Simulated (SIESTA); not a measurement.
# Al2O3 under changes of volume

One of the cells (12.185 Å³/atom); the others are scaled copies at fixed shape and fractional positions:

```
Al O
1.0
     3.03747    0.00000    0.00000
    -1.51873    2.63052    0.00000
     0.00000    0.00000    7.62480
Al O
2 3
Cartesian
  0.0000 0.0000 5.5055
  0.0000 0.0000 2.1193
  0.0000 0.0000 3.8124
  1.5187 0.8768 6.1040
  0.0000 1.7537 1.5208
```

Measurements of this composition are mostly on another form, of space group No. 167.

* Program: SIESTA 5.4.2
* Functional: PBE
* Potentials or basis: PseudoDojo 0.4 standard (PBE files)
* Basis: DZP (energy shift 0.003 Ry)
* Grid cutoff: 800 Ry
* Energy shift: 0.003 Ry
* k mesh: 10 × 10 × 4
* Occupations: fermi-dirac, width 0.05 eV
* Spin: no spin polarisation

```tsv
volume (Å³/atom)	energy over the lowest point (meV/atom)	pressure (GPa)	gap on the mesh (eV)	largest force (eV/Å)
11.229	?	?	?	?
11.468	11.05	7.7	2.48	0.626
11.707	2.38	4.0	2.33	0.448
12.185	0.00	-2.2	2.03	0.300
12.424	5.31	-4.8	1.89	0.470
12.662	14.36	-7.2	1.76	0.624
```

Question: What does the run at 11.229 Å³/atom give?

Answer: Energy over the lowest point 25.49 meV/atom; pressure 11.8 GPa; gap on the mesh 2.64 eV; largest force 0.816 eV/Å.

Worked out: A Birch-Murnaghan fit of order 3 (a polynomial in V^(-2/3)) to the other rows has its minimum at 12.00 Å³/atom with B0 = V·E''(V) = 152 GPa and B' = 4.2 at fixed shape and positions, which overstates the stiffness. It gives 25.44 meV/atom at 11.229 Å³/atom, against the run's 25.49, and -dE/dV = 11.7 GPa, against 11.8. A straight line through the other rows of the gap, of slope -7.31 eV per unit of ln V, extrapolates to 2.63 eV, against the run's 2.64.

Energies are extrapolated to zero smearing.

Caveats: the basis of atomic orbitals isn't converged, which shifts pressures, moduli and gaps.

A mesh can miss the band edges.
